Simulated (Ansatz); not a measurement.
Runs of Ansatz 0.2.0 on AlCu3. It takes space group Fm-3m (No. 225, cubic). The conventional cell has a = 5.776 Å, b = 5.776 Å, c = 5.776 Å, α = 90.00°, β = 90.00°, γ = 90.00°. Cu (site symmetry -43m) has 4 Al at 2.50 Å and 4 Cu at 2.50 Å as nearest neighbours. Around Cu (site symmetry m-3m) lie 8 Cu at 2.50 Å. Al (site symmetry m-3m) is surrounded by 8 Cu at 2.50 Å. The cell comes from a database or a generator and needn't be the stable form of this composition.

```csv
task,level,cell,k mesh,cutoff (eV),mesh quality,gap on the mesh (eV),pressure (GPa),V0 of scaled cells (Å³/atom),relaxed volume (Å³/atom),B0 (GPa)
projected density of states,HSE06,as given,5 × 5 × 5,420,coarse,none,-,-,-,-
relaxation of cell and atoms,PBEsol,relaxed,8 × 8 × 8,420,not flagged,none,0.0,-,11.98,-
relaxation of cell and atoms,PBEsol+D4,relaxed,8 × 8 × 8,420,not flagged,none,0.0,-,11.70,-
projected density of states,PBE0,as given,5 × 5 × 5,420,coarse,none,-,-,-,-
equation of state,LDA,as given,8 × 8 × 8,420,not flagged,-,-,11.56,-,167
equation of state,PBEsol,as given,8 × 8 × 8,420,not flagged,-,-,11.98,-,(c)
projected density of states,r2SCAN0,as given,5 × 5 × 5,500,coarse,none,-,-,-,-
projected density of states,r2SCAN,as given,5 × 5 × 5,500,coarse,none,(a),-,-,-
equation of state,r2SCAN,as given,8 × 8 × 8,500,not flagged,-,-,12.07,-,151
projected density of states,LDA,as given,5 × 5 × 5,420,coarse,none,(d),-,-,-
projected density of states,PBEsol,as given,5 × 5 × 5,420,coarse,none,(b),-,-,-
phonons,PBEsol,as given,8 × 8 × 8,420,not flagged,none,-,-,-,-
```

Alike in all rows: potentials or basis Ansatz PAW; no spin polarisation; smearing fermi-dirac 0.05 eV.

Problem. Estimate the missing entries.

Solution. (a) 0.5; (b) -0.5; (c) 152; (d) -5.9.

Caveats: some runs use coarse meshes; the PAW data sets come from PBE, with cores solved anew for the run's functional, which leaves a small shift of forces and pressure; the density of states is complete only up to the lowest level of the last band computed (some runs); the plane-wave basis is chosen anew once the cell has moved, so the energies of steps on either side of that aren't comparable (some runs); pairwise dispersion overbinds metals, which lowers pressure and volume (some runs).

A k mesh can miss the band edges.

A gap of «none» marks a metal or a gap under the smearing width.

Not every run made on this cell is shown here.
